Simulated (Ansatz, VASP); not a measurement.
# CdTe: VASP beside Ansatz

Aim: how closely do two programs agree when they are given the same cell, functional and k mesh?

Calculated with Ansatz 0.2.0; plane waves, with VASP 6.6.1 beside it; G0W0 gap at PBE.

## Step 1: The starting structure

Symmetry: F-43m, No. 216, cubic system. Conventional cell: a = 6.480 Å, b = 6.480 Å, c = 6.480 Å, α = 90.00°, β = 90.00°, γ = 90.00°. Nearest to Cd lie 4 Te at 2.81 Å. Te has 4 Cd at 2.81 Å nearest. Farther neighbours and most contacts between anions are not listed.

## Step 2: VASP: G0W0 gap, PBE

Quasiparticle shifts depend on high empty states and on the cores, so they are the hardest test of two PAW sets.

Lines of VASP's logs that name or quote its potential files are left out, and so is its time.

The run reads the wave functions of an earlier VASP run, which isn't shown here.

INCAR

```
SYSTEM = CdTe
PREC = Accurate
ENCUT = 330
ISMEAR = 0
SIGMA = 0.01
LREAL = .FALSE.
GGA = PE
NBANDS = 512
ALGO = EVGW0
NELMGW = 1
ENCUTGW = 220
NOMEGA = 48
PRECFOCK = Fast
NBANDSGW = 24
LWAVE = .FALSE.
LCHARG = .FALSE.
```

POSCAR

```
CdTe
1.0
    0.0000000000      3.2400000000      3.2400000000
    3.2400000000      0.0000000000      3.2400000000
    3.2400000000      3.2400000000      0.0000000000
Cd Te
1 1
Direct
    0.0000000000      0.0000000000      0.0000000000
    0.2500000000      0.2500000000      0.2500000000
```

KPOINTS

```
Automatic mesh
0
Gamma
4 4 4
0 0 0
```

The projector-augmented-wave data sets are Cd_GW and Te_GW (PBE family, release 64).

On the command line:

```
> mpirun -np 8 vasp_std
```

Numbers of over 12 decimals in the logs are rounded to 6 here.

The program printed:

```text
[banner, memory and clock lines left out]
running    8 mpi-ranks, on    1 nodes
 distrk:  each k-point on    8 cores,    1 groups
 distr:  one band on    1 cores,    8 groups

 POSCAR found type information on POSCAR CdTe
 POSCAR found :  2 types and       2 ions
|                                                                             |
|           W    W    AA    RRRRR   N    N  II  N    N   GGGG   !!!           |
|           W    W   A  A   R    R  NN   N  II  NN   N  G    G  !!!           |
|           W    W  A    A  R    R  N N  N  II  N N  N  G       !!!           |
|           W WW W  AAAAAA  RRRRR   N  N N  II  N  N N  G  GGG   !            |
|           WW  WW  A    A  R   R   N   NN  II  N   NN  G    G                |
|           W    W  A    A  R    R  N    N  II  N    N   GGGG   !!!           |
|                                                                             |
|     For optimal performance we recommend to set                             |
|       NCORE = 2 up to number-of-cores-per-socket                            |
|     NCORE specifies how many cores store one orbital (NPAR=cpu/NCORE).      |
|     This setting can greatly improve the performance of VASP for DFT.       |
|     The default, NCORE=1 might be grossly inefficient on modern             |
|     multi-core architectures or massively parallel machines. Do your        |
|     Unfortunately you need to use the default for GW and RPA                |
|     calculations (for HF NCORE is supported but not extensively tested      |
|     yet).                                                                   |
|                                                                             |

|                                                                             |
|           W    W    AA    RRRRR   N    N  II  N    N   GGGG   !!!           |
|           W    W   A  A   R    R  NN   N  II  NN   N  G    G  !!!           |
|           W    W  A    A  R    R  N N  N  II  N N  N  G       !!!           |
|           W WW W  AAAAAA  RRRRR   N  N N  II  N  N N  G  GGG   !            |
|           WW  WW  A    A  R   R   N   NN  II  N   NN  G    G                |
|           W    W  A    A  R    R  N    N  II  N    N   GGGG   !!!           |
|                                                                             |
|     The default for ENCUTGWSOFT is different in this version of VASP.       |
|     please manually set ENCUTGWSOFT =220 in the INCAR file.                 |
|                                                                             |

 LDA part: xc-table for (Slater+PW92), standard interpolation
 found WAVECAR, reading the header
 POSCAR, INCAR and KPOINTS ok, starting setup
 FFT: planning ... GRIDC
 FFT: planning ... GRID_SOFT
 FFT: planning ... GRID
 reading WAVECAR
 the WAVECAR file was read successfully
 initial charge from wavefunction
 available memory per node:     93.74 GB, setting MAXMEM to     95994

 The Fermi energy was updated, please check that it is located mid-gap
 values below the HOMO (VB) or above the LUMO (CB) will cause erroneous energies
 E-fermi :   3.7232

 calculate exact exchange contribution
 the WAVEDER file was read successfully
energies w=
    0.000    0.000    0.323    0.000    0.644    0.000    0.963    0.000
    1.278    0.000    1.588    0.000    1.893    0.000    2.193    0.000
    2.486    0.000    2.774    0.000    3.058    0.000    3.336    0.000
    3.611    0.000    3.882    0.000    4.152    0.000    4.420    0.000
    4.688    0.000    4.957    0.000    5.228    0.000    5.503    0.000
    5.783    0.000    6.070    0.000    6.365    0.000    6.671    0.000
    6.990    0.000    7.325    0.000    7.678    0.000    8.054    0.000
    8.457    0.000    8.892    0.000    9.366    0.000    9.888    0.000
   10.467    0.000   11.116    0.000   11.853    0.000   12.701    0.000
   13.689    0.000   14.859    0.000   16.272    0.000   18.014    0.000
   20.220    0.000   23.104    0.000   27.035    0.000   32.699    0.000
   41.549    0.000   57.263    0.000   92.694    0.000  245.842    0.000
 responsefunction array rank=     536
 LDA part: xc-table for (Slater+PW92), standard interpolation

 min. memory requirement per mpi rank    414.2 MB, per node   3313.8 MB

 allocating   6 responsefunctions rank=   536
 shmem allocating  48 responsefunctions rank=   536
 response function shared by NCSHMEM nodes    1
 Doing            6  frequencies on each core in blocks of           48
NQ=   1    0.0000    0.0000    0.0000,
|.........|.........|.........|.........|.........|.........|.........|.........
 performed        776000 updates of chi_q(r,r)
 total number of BLAS operations       1750.56 Gflops
NQ=   2    0.2500    0.0000    0.0000,
|.........|.........|.........|.........|.........|.........|.........|.........
 performed       2240000 updates of chi_q(r,r)
 total number of BLAS operations       4797.25 Gflops
NQ=   3    0.5000    0.0000    0.0000,
|.........|.........|.........|.........|.........|.........|.........|.........
 performed       3507000 updates of chi_q(r,r)
 total number of BLAS operations       7352.74 Gflops
NQ=   4    0.2500    0.2500    0.0000,
|.........|.........|.........|.........|.........|.........|.........|.........
 performed       4971000 updates of chi_q(r,r)
 total number of BLAS operations      10328.16 Gflops
NQ=   5    0.5000    0.2500    0.0000,
|.........|.........|.........|.........|.........|.........|.........|.........
 performed       6975000 updates of chi_q(r,r)
 total number of BLAS operations      14402.30 Gflops
NQ=   6   -0.2500    0.2500    0.0000,
|.........|.........|.........|.........|.........|.........|.........|.........
 performed       8783000 updates of chi_q(r,r)
 total number of BLAS operations      18018.82 Gflops
NQ=   7    0.5000    0.5000    0.0000,
|.........|.........|.........|.........|.........|.........|.........|.........
 performed       9903000 updates of chi_q(r,r)
 total number of BLAS operations      20187.96 Gflops
NQ=   8   -0.2500    0.5000    0.2500,
|.........|.........|.........|.........|.........|.........|.........|.........
 performed      11318000 updates of chi_q(r,r)
 total number of BLAS operations      23202.06 Gflops
 resolving degeneracies of screened two electron integrals

 calculate QP shifts <psi_nk| G(iteration)W_0 |psi_nk>: iteration 1
 entering main loop
```

OUTCAR, selected parts (step 2):

```text
ion  position               nearest neighbor table
   1  0.000  0.000  0.000-   2 2.81   2 2.81   2 2.81   2 2.81
   2  0.250  0.250  0.250-   1 2.81   1 2.81   1 2.81   1 2.81

  LATTYP: Found a face centered cubic cell.
 ALAT       =     6.4800000000

 Subroutine GETGRP returns: Found 24 space group operations
 (whereof 24 operations were pure point group operations)

The static configuration has the point symmetry T_d .

 Found      8 irreducible k-points:

   k-points           NKPTS =      8   k-points in BZ     NKDIM =     64   number of bands    NBANDS=    512

   dimension x,y,z NGX =    28 NGY =   28 NGZ =   28
   dimension x,y,z NGXF=    56 NGYF=   56 NGZF=   56

   ENCUT  =  330.0 eV  24.25 Ry    4.92 a.u.   6.79  6.79  6.79*2*pi/ulx,y,z

   NELECT =      18.0000    total number of electrons

  energy-cutoff  :      330.00
  volume of cell :       68.02
      direct lattice vectors                 reciprocal lattice vectors
     0.000000000  3.240000000  3.240000000    -0.154320988  0.154320988  0.154320988
     3.240000000  0.000000000  3.240000000     0.154320988 -0.154320988  0.154320988
     3.240000000  3.240000000  0.000000000     0.154320988  0.154320988 -0.154320988

 k-points in reciprocal lattice and weights: Automatic mesh
   0.00000000  0.00000000  0.00000000       0.016
   0.25000000  0.00000000  0.00000000       0.125
   0.50000000  0.00000000  0.00000000       0.062
   0.25000000  0.25000000  0.00000000       0.094
   0.50000000  0.25000000  0.00000000       0.375
  -0.25000000  0.25000000  0.00000000       0.188
   0.50000000  0.50000000  0.00000000       0.047
  -0.25000000  0.50000000  0.25000000       0.094

 E-fermi :   3.7232

 QP shifts <psi_nk| G(iteration)W_0 |psi_nk>: iteration 1
 for sc-GW calculations column KS-energies equals QP-energies in previous step
 and V_xc(KS)=  KS-energies - (<T + V_ion + V_H > + <T+V_H+V_ion>^1  + <V_x>^1)
 k-point   1 :       0.0000    0.0000    0.0000
  band No.  KS-energies  QP-energies   sigma(KS)   V_xc(KS)     V^pw_x(r,r')   Z            occupation Imag(sigma)
    ...
      6      -4.7057      -6.5610     -18.2205     -15.4976     -23.1851       0.6814       2.0000       0.1359
      7       3.3469       2.5806     -12.3289     -11.2981     -13.3282       0.7434       2.0000      -0.1111
      8       3.3469       2.5806     -12.3289     -11.2981     -13.3282       0.7434       2.0000      -0.1111
      9       3.3469       2.5806     -12.3289     -11.2981     -13.3282       0.7434       2.0000      -0.1111
     10       4.0994       4.0489      -9.7365      -9.6697      -5.7436       0.7562       0.0000      -0.1929
     11       7.9383       7.9062      -8.9323      -8.8894      -4.6460       0.7486       0.0000      -0.1824
     12       7.9383       7.9062      -8.9323      -8.8894      -4.6460       0.7486       0.0000      -0.1824
     13       7.9383       7.9062      -8.9323      -8.8894      -4.6460       0.7486       0.0000      -0.1824
    ...

 k-point   2 :       0.2500    0.0000    0.0000
  band No.  KS-energies  QP-energies   sigma(KS)   V_xc(KS)     V^pw_x(r,r')   Z            occupation Imag(sigma)
    ...
      6      -4.7056      -6.5626     -18.2184     -15.4978     -23.1876       0.6826       2.0000       0.1365
      7       0.6121      -0.1915     -11.4753     -10.3495     -13.0433       0.7138       2.0000      -0.0601
      8       2.9165       2.1324     -12.0664     -11.0090     -13.1595       0.7415       2.0000      -0.1063
      9       2.9165       2.1324     -12.0664     -11.0090     -13.1595       0.7415       2.0000      -0.1063
     10       5.3190       5.2568      -9.6381      -9.5562      -5.5871       0.7579       0.0000      -0.1955
     11       8.4907       8.4664      -8.9707      -8.9380      -4.5506       0.7441       0.0000      -0.1927
     12       8.4907       8.4664      -8.9707      -8.9380      -4.5506       0.7441       0.0000      -0.1927
     13       8.7020       8.5929      -8.9919      -8.8445      -4.4968       0.7401       0.0000      -0.2171
    ...

 k-point   3 :       0.5000    0.0000    0.0000
  band No.  KS-energies  QP-energies   sigma(KS)   V_xc(KS)     V^pw_x(r,r')   Z            occupation Imag(sigma)
    ...
      6      -4.3478      -6.0427     -17.6441     -15.1688     -22.5081       0.6847       2.0000       0.1852
      7      -1.0908      -1.9211     -10.7867      -9.5857     -13.1487       0.6914       2.0000       0.0280
      8       2.5689       1.7718     -11.9062     -10.8224     -13.1090       0.7355       2.0000      -0.1035
      9       2.5689       1.7718     -11.9062     -10.8224     -13.1090       0.7355       2.0000      -0.1035
     10       5.1472       5.0632      -9.4314      -9.3210      -5.3996       0.7606       0.0000      -0.1889
     11       8.5321       8.4747      -8.6668      -8.5898      -4.3132       0.7446       0.0000      -0.1867
     12       8.5321       8.4747      -8.6668      -8.5898      -4.3132       0.7446       0.0000      -0.1867
     13      10.4034      10.1289      -7.4729      -7.0977      -2.6970       0.7318       0.0000      -0.2470
    ...

 k-point   4 :       0.2500    0.2500    0.0000
  band No.  KS-energies  QP-energies   sigma(KS)   V_xc(KS)     V^pw_x(r,r')   Z            occupation Imag(sigma)
    ...
      6      -4.6742      -6.4677     -17.8869     -15.2610     -22.8363       0.6830       2.0000       0.1601
      7       0.6707      -0.1243     -11.8045     -10.6927     -13.2785       0.7150       2.0000      -0.0640
      8       2.2567       1.4556     -11.6429     -10.5486     -12.9059       0.7321       2.0000      -0.0982
      9       2.2567       1.4556     -11.6429     -10.5486     -12.9059       0.7321       2.0000      -0.0982
     10       6.2721       6.2012      -9.8829      -9.7881      -5.6843       0.7484       0.0000      -0.2031
     11       6.6704       6.5305      -8.3055      -8.1201      -4.3355       0.7551       0.0000      -0.1787
     12       9.8141       9.8097      -9.3776      -9.3715      -4.5854       0.7299       0.0000      -0.2400
     13       9.8141       9.8097      -9.3776      -9.3715      -4.5854       0.7299       0.0000      -0.2400
    ...

[... 4 further parts left out ...]
```

(Continued in part 2 of 2.)

[Lines on the potential files, build, host, timing and source positions are cut from VASP's logs without a mark.]

[Logs are printed without paths, hosts, clocks, repeated set-up lines and the standing remarks that a program may print on its own settings, such as how far it seeks lower states.]

[Hosts, paths, dates, database ids (printed as entryN), source tags and the programs' standing remarks are cut or masked in the printed files.]
